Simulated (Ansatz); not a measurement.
# BeTe (Cmmm) in Ansatz: single point with PBE

Aim: the single point of BeTe with PBE.

Everything below comes from runs of Ansatz 0.2.0. Logs are shortened: lines on timing, memory, paths and dates and some standing lists are left out, and cuts for length are marked.

## (1) The crystal as given

Symmetry: Cmmm, No. 65, orthorhombic system. The conventional cell has a = 3.574 Å, b = 9.595 Å, c = 3.569 Å, α = 90.00°, β = 90.00°, γ = 90.00°. Be (site symmetry mmm) is surrounded by 4 Te at 2.53 Å. Te (site symmetry mmm) is surrounded by 4 Be at 2.53 Å.

The cell was built by a generator and needn't be a form met in nature.

## (2) Single point, PBE

Contents of input.yaml:

```yaml
crystal:
  lattice:
    - [1.787, -4.79745, 0.0]
    - [1.787, 4.79745, 0.0]
    - [0.0, 0.0, 3.56915]
  atoms:
    - { symbol: Be, position: [0.5, 0.5, 0.5] }
    - { symbol: Te, position: [0.0, 0.0, 0.0] }
kpoints:
  mp_grid: { grid: [5, 5, 5] }
scf:
  occupations: { method: fermi_dirac, width: 0.03 }
hamiltonian:
  xc: pbe
  pseudopotentials: { kind: all_electron, lapw: { basis_error: 0.002 } }
output:
  forces: true
  stress: true
  eigenvalues: true
```

Potentials or basis: all-electron LAPW, scalar-relativistic.

Launch:

```
$ ansatz run input.yaml --threads 1 --pin off --max-ram 3072MiB --backend cpu --events-out ev --progress --plain --runs-dir out
```

What it wrote:

```text
Warning: RAYON_NUM_THREADS=1 ignored (pool sized by the plan → 1); use --threads N
LAPW: plane waves up to 6.817 Å⁻¹, error target 2.0e-3 eV per atom; small_component_spin mean_spin; Be in spheres of 0.991 Å, 4 of its electrons in bands, Dirac shells []; Te in spheres of 1.535 Å, 24 of its electrons in bands, Dirac shells [] (how accurate: hamiltonian.pseudopotentials.lapw.basis_error, Limitations)
Engine: ansatz 0.2.0, x86_64-unknown-linux-gnu
Pseudopotentials: kind: all_electron
Pseudopotential: Be, LAPW, valence charge 4, lapw/all_electron/scalar/gaussian/Be, Koelling and Harmon's equation, gaussian nucleus
Pseudopotential: Te, LAPW, valence charge 24, lapw/all_electron/scalar/gaussian/Te, Koelling and Harmon's equation, gaussian nucleus
Functional definition: PBE
  parameter kappa = 0.804
  parameter beta = 0.06672455060314922
  exchange = pbe_x(kappa = kappa, mu = beta*pi^2/3)
  correlation = pbe_c(beta = beta)
Crystal: 2 atoms, lattice volume = 61.197 Å³
Basis set: ecut = 177.05428593484163 eV, 327 PW (Γ), FFT grids on a1+a2, a2, a3, exchange–correlation at level 2
Bands: 18, of which v1, the nominal top of the filled ones, is band 14 counted from 1 (13 counted from 0)
Symmetry: 8 space group operations
Space group: Cmmm (ITA 65), of the structure as read, at distance tolerance 3.9e-5 Å
k-points: 27 of 125
Non-local potential: Be, projectors of the file, none
Non-local potential: Te, projectors of the file, none
Initial density: superposition of atomic densities (chi_scale 0.1, normalization cell, long waves kept (reshape's long-wave potential 0.00 eV rms))
Initial wavefunctions: plane waves of lowest kinetic energy (no species holds an atomic orbital)
Functional: x = pbe(κ = 0.804, μ = 0.2195149727645171), c = pbe(β = 0.06672455060314922)
iter 1 solved again at ethr=5.91e-4 eV; its pass at ethr=1.00e-1 eV (dr2=1.66e-1 eV) is discarded
SCF iter   1: F=—  HF=-185285.550809 eV  |F-HF|=—  |Δ(HF+E_count)|=         —  Δρ=1.33e-2  dr2=1.67e-1  ethr=5.91e-4  ⟨swp⟩=2.6  Hψ=3324  notcnv=0
preconditioner: auto → none  [insulator: Δε(μ)=0.524 eV  Ē_g=9.399 eV  σ=0.030 eV  W_gap=1.00  n_scr=12 (ndim 8)  ℏωp=13.4 eV  f_vac=0.245  D(μ)=0.00/eV (n_scr^D=0)  ε∞_Penn≈3.0]
SCF iter   2: F=—  HF=-185285.528794 eV  |F-HF|=—  |Δ(HF+E_count)|=   2.20e-2  Δρ=6.21e-3  dr2=2.90e-2  ethr=5.91e-4  ⟨swp⟩=2.4  Hψ=1469  notcnv=0
iter 3 solved again at ethr=2.40e-6 eV; its pass at ethr=1.04e-4 eV (dr2=6.72e-4 eV) is discarded
SCF iter   3: F=—  HF=-185285.531399 eV  |F-HF|=—  |Δ(HF+E_count)|=   2.60e-3  Δρ=8.45e-4  dr2=6.78e-4  ethr=2.40e-6  ⟨swp⟩=2.0  Hψ=2455  notcnv=0
SCF iter   4: F=—  HF=-185285.531657 eV  |F-HF|=—  |Δ(HF+E_count)|=         —  Δρ=2.09e-4  dr2=3.70e-5  ethr=2.40e-6  ⟨swp⟩=2.6  Hψ=1366  notcnv=0
the basis was enlarged: its passes take 758.7 KiB over the memory plan, 1 of 1 planned eigensolver slots
SCF iter   5: F=—  HF=-185285.531628 eV  |F-HF|=—  |Δ(HF+E_count)|=   2.90e-5  Δρ=3.66e-5  dr2=7.29e-7  ethr=1.32e-7  ⟨swp⟩=2.8  Hψ=1377  notcnv=0
SCF iter   6: F=—  HF=-185285.531629 eV  |F-HF|=—  |Δ(HF+E_count)|=   8.73e-7  Δρ=7.81e-6  dr2=4.38e-8  ethr=2.60e-9  ⟨swp⟩=3.0  Hψ=1440  notcnv=0
SCF iter   7: F=-185285.531629 eV  HF=-185285.531629 eV  |F-HF|=5.21e-9  |Δ(HF+E_count)|=   2.47e-9  Δρ=2.26e-6  dr2=2.45e-9  ethr=1.57e-10  ⟨swp⟩=3.0  Hψ=1425  notcnv=0
SCF 1 converged in 7 iterations: F = -185285.531629 eV  dr2 = 2.45e-9
SCF converged after 7 iterations
Free energy (F): -185285.531629 eV
Harris-Foulkes:  -185285.531629 eV  (|F-HF|=5.21e-9)
Internal energy: -185285.531628 eV  (E = F + TS)
E sigma→0 (E₀):  -185285.531628 eV
Entropy (-TS):   -0.000001 eV (-0.001 meV/atom)
Fermi energy:    5.527370 eV
--- Per-component energies (eV) ---
  E_band       = -1426.278243
  E_kinetic    = 195653.047216
  E_xc         = -4868.761284
  E_electrostatic = -376069.817559  (all electrons and nuclei)
  E_smearing   = -0.000001  (= −TS)
  E_closure    = 0.000000  (closes the sum)
  E_atoms      = -185279.416502  (free atoms, spherical and without spin; not in F)
  Σ components = -185285.531629   (vs F -185285.531629, Δ=0.00e0)
  Basis errors (estimates in eV, not in F): energy 1.1e-3 per atom: plane waves 1.1e-3 (6.2e-4 summed), levels above the bands 9.7e-99, relativity 3.1e-8, radial functions 4.6e-5, core shells 1.6e-9; eigenvalues (radial functions only) 6.3e-6; not estimated: angular momenta, meshes, grids; target (lapw.basis_error) 2.0e-3; muffin-tin radii Be 0.991 Å, Te 1.535 Å
--- Forces (eV/Å), atoms counted from 1 ---
  atom   1  Be     0.00000000     0.00000000     0.00000000
  atom   2  Te    -0.00000000     0.00000000     0.00000000
  max |Σ_I F_I| component: 9.86e-32 eV/Å
--- Stress (GPa, compression-positive) ---
       -0.784810       0.000000       0.000000
        0.000000       0.034720       0.000000
        0.000000       0.000000      -0.717706
  P = ⅓ Tr σ = -0.4893 GPa (-4.893 kbar)
--- Band table (eV; the first three rows and the last of 27) ---
  k-point 0: bands = ["-153.6432", "-103.7211", "-103.7210", "-103.6045", "-95.9555", "-31.0994", "-31.0931", "-30.9730", "-30.9729", "-30.9532", "-6.7261", "3.0131", "4.1373", "4.1620", "7.5763", "9.0947", "10.6043", "11.3055"]
  k-point 1: bands = ["-153.6432", "-103.7211", "-103.7211", "-103.6044", "-95.9555", "-31.0951", "-31.0948", "-30.9745", "-30.9729", "-30.9513", "-6.4113", "2.0212", "3.4127", "4.6443", "8.5940", "9.5020", "10.1770", "12.2446"]
  k-point 2: bands = ["-153.6432", "-103.7211", "-103.7211", "-103.6044", "-95.9554", "-31.0983", "-31.0875", "-30.9769", "-30.9727", "-30.9480", "-5.7329", "-0.2421", "4.3766", "5.9110", "8.1256", "9.3364", "9.6557", "10.3663"]
  k-point 26: bands = ["-153.6432", "-103.7211", "-103.7211", "-103.6044", "-95.9554", "-31.0983", "-31.0875", "-30.9770", "-30.9727", "-30.9480", "-5.6762", "-0.1418", "3.5624", "5.8649", "7.0609", "9.2889", "9.5827", "12.1393"]
```

Run time: 9.4 s. Hardware: 1 thread of Intel Xeon at 2.50GHz (Skylake/Cascade Lake), shared host; peak memory 0.27 GiB.

Results:

- Free energy: -185285.5316 eV
- Pressure: -0.5 GPa

Stress tensor (GPa, compression positive):
```
-0.78  0.00  0.00
 0.00  0.03  0.00
 0.00  0.00 -0.72
```

Levels at points of the mesh, in eV from the Fermi level:
```csv
k point,band 12,band 13,band 14,band 15,band 16,band 17
"(0.00, 0.00, 0.00)",-2.51,-1.39,-1.37,2.05,3.57,5.08
```

Caveat: the k mesh is coarse (spacing up to 0.38 Å⁻¹), so the values aren't converged; the k mesh is thin for a metal, which can move the energy by tens of meV per atom. Spin-orbit coupling is left out, which matters for the levels of Te.
